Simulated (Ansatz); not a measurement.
## TePt: pressure against volume, fitted

```
CELL_PARAMETERS angstrom
4.11100 0.00000 0.00000
-2.05550 3.56023 0.00000
0.00000 0.00000 5.44600
ATOMIC_POSITIONS crystal
Te 0.33333 0.66667 0.25000
Te 0.66667 0.33333 0.75000
Pt 0.00000 0.00000 0.00000
Pt 0.00000 0.00000 0.50000
```

Atom numbers follow the list: Te1, Te2, Pt3, Pt4.

The cell comes from COD entry 1523756, which wasn't checked; take it as a given geometry.

No spin–orbit coupling, which matters for the heavy atoms here.

These are results of Ansatz 0.2.0, DFT, LDA, all-electron LAPW, scalar-relativistic, not measurements.

Sampling and basis: a Γ-centred 9×9×6 k mesh, Fermi–Dirac smearing of 0.05 eV, basis error target 1 meV/atom, no spin polarisation.

The cell is scaled evenly. Fractional coordinates are held (clamped ions).

```
V (Å³/atom)  P (GPa)
     18.731    22.02
     19.529    12.59
     19.728    10.55
     19.927     8.63
     20.126     6.81
     20.326     5.09
     20.724     1.94
     21.123    -0.87
```

Fit a third-order Birch–Murnaghan curve to the pressures.

P = (3B0/2)(y^(7/2) − y^(5/2))[1 + (3/4)(B0′ − 4)(y − 1)] with y = (V0/V)^(2/3) fits within 0.01 GPa for V0 = 20.994 Å³/atom, B0 = 145.2 GPa and B0′ = 4.99.

Predict the pressure at the withheld volume, 19.130 Å³/atom.

There y = 1.0640, so the fit gives 17.03 GPa; the run gave 17.03 GPa.
